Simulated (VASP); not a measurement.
# Mg2Ge (Fm-3m) in VASP: further runs, part 2 of 3

VASP 6.6.1. The steps go on from the part before.

### 4 Single point, PBE

INCAR reads:

```
SYSTEM = Mg2Ge
PREC = Accurate ; ENCUT = 520
EDIFF = 1E-6 ; ISMEAR = 0
SIGMA = 0.01 ; LREAL = .FALSE.
LASPH = .TRUE. ; NELM = 100
ALGO = Normal ; ISIF = 2
LWAVE = .FALSE. ; LCHARG = .FALSE.
GGA = PE ; NBANDS = 16
```

KPOINTS reads:

```
Automatic mesh
0
G
  10 10 10
  0 0 0
```

POSCAR reads:

```
Mg2Ge
1.0
    0.0000000000      3.2109592253      3.2109592253
    3.2109592253      0.0000000000      3.2109592253
    3.2109592253      3.2109592253      0.0000000000
Mg Ge
2 1
Direct
    0.2500000000      0.2500000000      0.2500000000
    0.7500000000      0.7500000000      0.7500000000
    0.0000000000      0.0000000000      0.0000000000
```

Potentials or basis: VASP PAW PBE potentials, release 64 (Mg, Ge_d).

On the command line:

```bash
$ cat potpaw_PBE.64/Mg/POTCAR potpaw_PBE.64/Ge_d/POTCAR > POTCAR
$ mpirun -np 1 vasp_std > vasp.out
```

OUTCAR:

```text
SYSTEM = Mg2Ge
   PREC = Accurate
   ENCUT = 520
   EDIFF = 1E-6
   ISMEAR = 0
   LREAL = .FALSE.
   LASPH = .TRUE.
   NELM = 100
   ISIF = 2
   GGA = PE

 ion  position               nearest neighbor table
   1  0.250  0.250  0.250-   3 2.78   3 2.78   3 2.78   3 2.78   2 3.21   2 3.21   2 3.21   2 3.21
                             2 3.21   2 3.21
   2  0.750  0.750  0.750-   3 2.78   3 2.78   3 2.78   3 2.78   1 3.21   1 3.21   1 3.21   1 3.21
                             1 3.21   1 3.21
   3  0.000  0.000  0.000-   2 2.78   2 2.78   2 2.78   1 2.78   2 2.78   1 2.78   1 2.78   1 2.78

  LATTYP: Found a face centered cubic cell.
 ALAT       =     6.4219184506

  Lattice vectors:

 A1 = (   0.0000000000,   3.2109592253,   3.2109592253)
 A2 = (   3.2109592253,   0.0000000000,   3.2109592253)
 A3 = (   3.2109592253,   3.2109592253,   0.0000000000)

Analysis of symmetry for initial positions (statically):
=====================================================================
 Subroutine PRICEL returns:
 Original cell was already a primitive cell.

 Routine SETGRP: Setting up the symmetry group for a
 face centered cubic supercell.

 Subroutine GETGRP returns: Found 48 space group operations
 (whereof 48 operations were pure point group operations)
 out of a pool of 48 trial point group operations.

The static configuration has the point symmetry O_h .

Analysis of symmetry for dynamics (positions and initial velocities):
=====================================================================
 Subroutine PRICEL returns:
 Original cell was already a primitive cell.

 Routine SETGRP: Setting up the symmetry group for a
 face centered cubic supercell.

 Subroutine GETGRP returns: Found 48 space group operations
 (whereof 48 operations were pure point group operations)
 out of a pool of 48 trial point group operations.

The dynamic configuration has the point symmetry O_h .

 Subroutine INISYM returns: Found 48 space group operations
 (whereof 48 operations are pure point group operations),
 and found     1 'primitive' translations

[... 113 lines left out ...]
   IALGO  =     38    algorithm
   IMIX   =      4    mixing-type and parameters
     AMIX     =   0.40;   BMIX     =  1.00
     AMIX_MAG =   1.60;   BMIX_MAG =  1.00
  volume/ion in A,a.u.               =      22.07       148.94
  Fermi-wavevector in a.u.,A,eV,Ry     =   1.060525  2.004101 15.302651  1.124713
  Thomas-Fermi vector in A             =   2.195909
   LORBIT       =      0    0 simple, 1 ext, 2 COOP (PROOUT), +10 PAW based schemes
   GGA     = PE    functional components
   LHFCALC =     F    Hartree Fock is set to
   AEXX    =    0.0000 exact exchange contribution
   IVDW    =     0    specifies the selected vdW correction
   LEPSILON=     F    determine dielectric tensor
   LRPA    =     F    only Hartree local field effects (RPA)
 non-spin polarized calculation
 Gauss-broadening in eV      SIGMA  =   0.01
  energy-cutoff  :      520.00
  volume of cell :       66.21
 maximum number of plane-waves:      1807
 NGX is ok and might be reduce to    36
   NGX = 17   NGY = 17   NGZ = 17

 number of electron      18.0000014 magnetization

 Free energy of the ion-electron system (eV)
  ---------------------------------------------------
  ext. energy  EPLUGINS =         0.00000000
  ---------------------------------------------------
  free energy    TOTEN  =        -8.36174568 eV

  energy without entropy =       -8.36174568  energy(sigma->0) =       -8.36174568

 E-fermi :   3.5116     XC(G=0):  -9.0168

 val. band max:        3.4175999519   @ k =   0.0000   0.0000   0.0000
 cond. band min:       3.5809213291   @ k =   0.5000   0.5000   0.0000
 fundamental gap:      0.1633213772
 Fermi energy:         3.5115782538

 k-point     1 :       0.0000    0.0000    0.0000
  band No.  band energies     occupation
      1     -20.2857      2.00000
      2     -20.2857      2.00000
      3     -20.2857      2.00000
      4     -20.2685      2.00000
      5     -20.2685      2.00000
      6      -6.2520      2.00000
[... 433 lines left out ...]
      3     -20.2841      2.00000
      4     -20.2689      2.00000
      5     -20.2677      2.00000
      6      -5.0673      2.00000
[... 8 lines left out ...]
     15      11.4803      0.00000
     16      12.6303      0.00000

 [... further k-points ...]
[... 5 lines left out ...]
  --------------------------------------------------------------------------------------
  -------------------------------------------------------------------------------------
  Total       -0.0669643     -0.0669643     -0.0669643     -0.0000000      0.0000000     -0.0000000
  in kB       -1.6203898     -1.6203898     -1.6203898     -0.0000000      0.0000000     -0.0000000
  external PRESSURE =      -1.6203898 kB  Pullay stress =       0.0000000 kB

 VOLUME and BASIS-vectors are now :
 -----------------------------------------------------------------------------
  energy-cutoff  :      520.00
  volume of cell :       66.21
      direct lattice vectors                 reciprocal lattice vectors
     0.000000000  3.210959225  3.210959225    -0.155716708  0.155716708  0.155716708
     3.210959225  0.000000000  3.210959225     0.155716708 -0.155716708  0.155716708
     3.210959225  3.210959225  0.000000000     0.155716708  0.155716708 -0.155716708

 POSITION                                       TOTAL-FORCE (eV/Angst)
 -----------------------------------------------------------------------------------
      1.60548      1.60548      1.60548         0.000000     -0.000000     -0.000000
      4.81644      4.81644      4.81644        -0.000000     -0.000000      0.000000
      0.00000      0.00000      0.00000        -0.000000      0.000000      0.000000
 -----------------------------------------------------------------------------------
    total drift:                               -0.000000      0.000000      0.000000

  FREE ENERGIE OF THE ION-ELECTRON SYSTEM (eV)
  ---------------------------------------------------
  free  energy   TOTEN  =        -8.3617456787 eV

  energy  without entropy=       -8.3617456787  energy(sigma->0) =       -8.36174568
```

Run time: 37 s. Hardware: 1 thread of Intel Xeon Platinum 8488C (Sapphire Rapids), shared host; peak memory 0.22 GiB.

What came out:

```yaml
Free_energy: -8.3617 eV
Pressure: -0.2 GPa
Band_gap_on_the_k_mesh: 0.16 eV, indirect (least direct gap 0.94 eV)
```

Levels at points of the mesh, in eV from the valence-band top:
```tsv
k point	band 6	band 7	band 8	band 9	band 10	band 11	band 12	band 13
(0.00, 0.00, 0.00)	-9.67	0.00	0.00	0.00	0.94	2.78	2.78	2.78
(0.50, 0.00, 0.00)	-8.47	-4.79	-0.73	-0.73	0.93	2.74	2.74	4.80
(0.50, 0.50, 0.00)	-8.02	-4.48	-1.99	-1.99	0.16	0.51	7.80	7.80
```

A k mesh can miss the band edges. As with any semilocal functional, this PBE gap is likely too small.

### 5 Relaxation of cell and atoms, PBE

This run uses another cell than the first one, of 21.62 Å³/atom, 0.980 times its volume.

INCAR reads:

```
SYSTEM = Mg2Ge
PREC     = Accurate       ! precision mode
ENCUT    = 600            ! plane-wave cutoff, eV
EDIFF    = 1E-6           ! SCF threshold, eV
ISMEAR   = 0              ! smearing method
SIGMA    = 0.01           ! smearing width, eV
LREAL    = .FALSE.        ! projectors in reciprocal space
LASPH    = .TRUE.         ! aspherical terms in the spheres
NELM     = 100            ! most SCF steps
ALGO     = Normal         ! electronic algorithm
ISIF     = 3              ! what is computed and relaxed
LWAVE    = .FALSE.        ! write WAVECAR
LCHARG   = .FALSE.        ! write CHGCAR
GGA      = PE             ! functional
IBRION   = 2              ! ionic algorithm
NSW      = 100            ! ionic steps
EDIFFG   = -0.005         ! ionic threshold
```

KPOINTS reads:

```
regular mesh
0
G
  10 10 10
  0 0 0
```

POSCAR reads:

```
Mg2Ge
1.0
    0.0000000000      3.1890000000      3.1890000000
    3.1890000000      0.0000000000      3.1890000000
    3.1890000000      3.1890000000      0.0000000000
Mg Ge
2 1
Direct
    0.2500000000      0.2500000000      0.2500000000
    0.7500000000      0.7500000000      0.7500000000
    0.0000000000      0.0000000000      0.0000000000
```

Potentials or basis: VASP PAW PBE potentials, release 64 (Mg, Ge_d).

On the command line:

```bash
$ cat potpaw_PBE.64/Mg/POTCAR potpaw_PBE.64/Ge_d/POTCAR > POTCAR
$ mpirun -np 1 vasp_std > vasp.out
```

OUTCAR:

```text
SYSTEM = Mg2Ge
   PREC = Accurate
   ENCUT = 600
   EDIFF = 1E-6
   ISMEAR = 0
   LREAL = .FALSE.
   LASPH = .TRUE.
   NELM = 100
   ISIF = 3
   GGA = PE
   IBRION = 2
   NSW = 100
   EDIFFG = -0.005

 ion  position               nearest neighbor table
   1  0.250  0.250  0.250-   3 2.76   3 2.76   3 2.76   3 2.76   2 3.19   2 3.19   2 3.19   2 3.19
                             2 3.19   2 3.19
   2  0.750  0.750  0.750-   3 2.76   3 2.76   3 2.76   3 2.76   1 3.19   1 3.19   1 3.19   1 3.19
                             1 3.19   1 3.19
   3  0.000  0.000  0.000-   2 2.76   2 2.76   2 2.76   1 2.76   2 2.76   1 2.76   1 2.76   1 2.76

  LATTYP: Found a face centered cubic cell.
 ALAT       =     6.3780000000

  Lattice vectors:

 A1 = (   0.0000000000,   3.1890000000,   3.1890000000)
 A2 = (   3.1890000000,   0.0000000000,   3.1890000000)
 A3 = (   3.1890000000,   3.1890000000,   0.0000000000)

Analysis of symmetry for initial positions (statically):
=====================================================================
 Subroutine PRICEL returns:
 Original cell was already a primitive cell.

 Routine SETGRP: Setting up the symmetry group for a
 face centered cubic supercell.

 Subroutine GETGRP returns: Found 48 space group operations
 (whereof 48 operations were pure point group operations)
 out of a pool of 48 trial point group operations.

The static configuration has the point symmetry O_h .

Analysis of symmetry for dynamics (positions and initial velocities):
=====================================================================
 Subroutine PRICEL returns:
 Original cell was already a primitive cell.

 Routine SETGRP: Setting up the symmetry group for a
 face centered cubic supercell.

 Subroutine GETGRP returns: Found 48 space group operations
 (whereof 48 operations were pure point group operations)
 out of a pool of 48 trial point group operations.

The dynamic configuration has the point symmetry O_h .

 Subroutine INISYM returns: Found 48 space group operations
 (whereof 48 operations are pure point group operations),
 and found     1 'primitive' translations

----------------------------------------------------------------------------------------

                                     Primitive cell

  volume of cell :      64.8625

  direct lattice vectors                    reciprocal lattice vectors
     0.000000000  3.189000000  3.189000000    -0.156788962  0.156788962  0.156788962
     3.189000000  0.000000000  3.189000000     0.156788962 -0.156788962  0.156788962
     3.189000000  3.189000000  0.000000000     0.156788962  0.156788962 -0.156788962

  length of vectors
     4.509927050  4.509927050  4.509927050     0.271566448  0.271566448  0.271566448

  position of ions in fractional coordinates (direct lattice)
     0.250000000  0.250000000  0.250000000
     0.750000000  0.750000000  0.750000000
     0.000000000  0.000000000  0.000000000

  ion indices of the primitive-cell ions
   primitive index   ion index
                 1           1
                 2           2
                 3           3

----------------------------------------------------------------------------------------

 KPOINTS: regular mesh
[... 57 lines left out ...]
   NGXF,Y,Z  is equivalent  to a cutoff of  26.54, 26.54, 26.54 a.u.
 SYSTEM =  Mg2Ge
   PREC   = accura    normal or accurate (medium, high low for compatibility)
   ISTART =      0    job   : 0-new  1-cont  2-samecut
   ICHARG =      2    charge: 1-file 2-atom 10-const
   ISPIN  =      1    spin polarized calculation?
   LNONCOLLINEAR =      F non collinear calculations
   LSORBIT =      F    spin-orbit coupling
   LASPH  =      T    aspherical Exc in radial PAW
   ENCUT  =  600.0 eV  44.10 Ry    6.64 a.u.   9.01  9.01  9.01*2*pi/ulx,y,z
   NELM   =    100;   NELMIN=  2; NELMDL= -5     # of ELM steps
   EDIFF  = 0.1E-05   stopping-criterion for ELM
   LREAL  =      F    real-space projection
   EDIFFG = -.5E-02   stopping-criterion for IOM
   NSW    =    100    number of steps for IOM
   IBRION =      2    ionic relax: 0-MD 1-quasi-New 2-CG
   NFREE  =      1    steps in history (QN), initial steepest desc. (CG)
   ISIF   =      3    stress and relaxation
   ISYM   =      2    0-nonsym 1-usesym 2-fastsym
   POTIM  = 0.5000    time-step for ionic-motion
   TEBEG  =    0.0;   TEEND  =   0.0 temperature during run
   PSTRESS=    0.0 pullay stress
   NELECT =      18.0000    total number of electrons
   NUPDOWN=      -1.0000    fix difference up-down
   EMIN   =  10.00;   EMAX   =-10.00  energy-range for DOS
   EFERMI =   0.00;   METHOD = LEGACY
   ISMEAR =     0;   SIGMA  =   0.01  broadening in eV -4-tet -1-fermi 0-gaus
   EFERMI_NEDOS =   21; number of points for ismear=-14 and -15
   IALGO  =     38    algorithm
   IMIX   =      4    mixing-type and parameters
     AMIX     =   0.40;   BMIX     =  1.00
     AMIX_MAG =   1.60;   BMIX_MAG =  1.00
  volume/ion in A,a.u.               =      21.62       145.90
  Fermi-wavevector in a.u.,A,eV,Ry     =   1.067828  2.017902 15.514122  1.140256
  Thomas-Fermi vector in A             =   2.203456
   LORBIT       =      0    0 simple, 1 ext, 2 COOP (PROOUT), +10 PAW based schemes
   GGA     = PE    functional components
   LHFCALC =     F    Hartree Fock is set to
   AEXX    =    0.0000 exact exchange contribution
   IVDW    =     0    specifies the selected vdW correction
   LEPSILON=     F    determine dielectric tensor
   LRPA    =     F    only Hartree local field effects (RPA)
 conjugate gradient relaxation of ions
 non-spin polarized calculation
 Gauss-broadening in eV      SIGMA  =   0.01
  energy-cutoff  :      600.00
  volume of cell :       64.86
 maximum number of plane-waves:      2200
   NGX = 17   NGY = 17   NGZ = 17

--------------------------------------- Ionic step        1  -------------------------------------------

 number of electron      18.0000009 magnetization

 Free energy of the ion-electron system (eV)
  ---------------------------------------------------
  ext. energy  EPLUGINS =         0.00000000
  ---------------------------------------------------
  free energy    TOTEN  =        -8.35871450 eV

  energy without entropy =       -8.35871450  energy(sigma->0) =       -8.35871450

------------------------ aborting loop because EDIFF is reached ----------------------------------------

  FORCE on cell =-STRESS in cart. coord.  units (eV):
  Direction    XX          YY          ZZ          XY          YZ          ZX
  --------------------------------------------------------------------------------------
  -------------------------------------------------------------------------------------
  Total        0.3687336      0.3687336      0.3687336      0.0000000     -0.0000000      0.0000000
  in kB        9.1081408      9.1081408      9.1081408      0.0000000     -0.0000000      0.0000000
  external PRESSURE =       9.1081408 kB  Pullay stress =       0.0000000 kB
[... 135 lines left out ...]
--------------------------------------- Ionic step        5  -------------------------------------------

 number of electron      18.0000013 magnetization

 Free energy of the ion-electron system (eV)
  ---------------------------------------------------
  ext. energy  EPLUGINS =         0.00000000
  ---------------------------------------------------
  free energy    TOTEN  =        -8.36202030 eV

  energy without entropy =       -8.36202030  energy(sigma->0) =       -8.36202030

 E-fermi :   3.4833     XC(G=0):  -9.0240

 val. band max:        3.4293288667   @ k =   0.0000   0.0000   0.0000
 cond. band min:       3.5910813069   @ k =   0.5000   0.5000   0.0000
 fundamental gap:      0.1617524402
 Fermi energy:         3.4832616813

 k-point     1 :       0.0000    0.0000    0.0000
  band No.  band energies     occupation
      1     -20.2727      2.00000
      2     -20.2727      2.00000
      3     -20.2727      2.00000
      4     -20.2554      2.00000
      5     -20.2554      2.00000
      6      -6.2486      2.00000
      7       3.4293      2.00000
      8       3.4293      2.00000
      9       3.4293      2.00000
     10       4.3819      0.00000
     11       6.2180      0.00000
     12       6.2180      0.00000
     13       6.2180      0.00000
[... 354 lines left out ...]
  band No.  band energies     occupation
      1     -20.2734      2.00000
      2     -20.2711      2.00000
      3     -20.2711      2.00000
      4     -20.2558      2.00000
      5     -20.2546      2.00000
      6      -5.0608      2.00000
      7      -0.3323      2.00000
      8       1.3883      2.00000
      9       1.7540      2.00000
     10       4.2666      0.00000
     11       4.8166      0.00000
     12       8.8971      0.00000
     13       9.2206      0.00000

 [... further k-points ...]
[... 5 lines left out ...]
  --------------------------------------------------------------------------------------
  -------------------------------------------------------------------------------------
  Total       -0.0096838     -0.0096838     -0.0096838      0.0000000      0.0000000      0.0000000
  in kB       -0.2347898     -0.2347898     -0.2347898      0.0000000      0.0000000      0.0000000
  external PRESSURE =      -0.2347898 kB  Pullay stress =       0.0000000 kB
[... 18 lines left out ...]
  FREE ENERGIE OF THE ION-ELECTRON SYSTEM (eV)
  ---------------------------------------------------
  free  energy   TOTEN  =        -8.3620203047 eV

  energy  without entropy=       -8.3620203047  energy(sigma->0) =       -8.36202030

 reached required accuracy - stopping structural energy minimisation
```

Run time: 93 s. Hardware: 1 thread of Intel Xeon Platinum 8488C (Sapphire Rapids), shared host; peak memory 0.24 GiB.

Results:

```
Free energy                            : -8.3620 eV
Relaxed volume                         : 22.03 Å³/atom
Relaxed cell                           : a = 4.538 Å, b = 4.538 Å, c = 4.538 Å, α = 60.00°, β = 60.00°, γ = 60.00°
Space group after relaxing (to 0.05 Å) : Fm-3m (No. 225)
Energy gained by relaxing              : 1.1 meV/atom
Ionic steps                            : 5
Pressure after relaxing                : 0.0 GPa
Band gap on the k mesh                 : 0.16 eV, indirect (least direct gap 0.95 eV)
```

Step by step:
| step | energy change (eV) | largest force (eV/Å) | pressure (GPa) | volume (Å³) |
| --- | --- | --- | --- | --- |
| 1 | 0.0000 | 0.0000 | 0.91 | 64.86 |
| 2 | -0.0033 | 0.0000 | 0.09 | 66.02 |
| 3 | -0.0032 | 0.0000 | -0.15 | 66.24 |
| 4 | -0.0033 | 0.0000 | -0.04 | 66.11 |
| 5 | -0.0033 | 0.0000 | -0.02 | 66.08 |

Final structure:
```yaml
crystal:
  lattice:
    - [0.00000, 3.20884, 3.20884]
    - [3.20884, 0.00000, 3.20884]
    - [3.20884, 3.20884, 0.00000]
  atoms:
    - { symbol: Mg, position: [0.25000, 0.25000, 0.25000] }
    - { symbol: Mg, position: [0.75000, 0.75000, 0.75000] }
    - { symbol: Ge, position: [0.00000, 0.00000, 0.00000] }
```

Levels at points of the mesh, in eV from the valence-band top:
```tsv
k point	band 5	band 6	band 7	band 8	band 9	band 10	band 11	band 12	band 13
(0.00, 0.00, 0.00)	-23.68	-9.68	0.00	0.00	0.00	0.95	2.79	2.79	2.79
(0.50, 0.00, 0.00)	-23.68	-8.47	-4.80	-0.73	-0.73	0.94	2.74	2.74	4.80
(0.50, 0.50, 0.00)	-23.68	-8.03	-4.49	-1.99	-1.99	0.16	0.52	7.81	7.81
```

A k mesh can miss the band edges. Zero-point motion and thermal expansion aren't in these numbers.

(Part 2 of 3 ends here.)
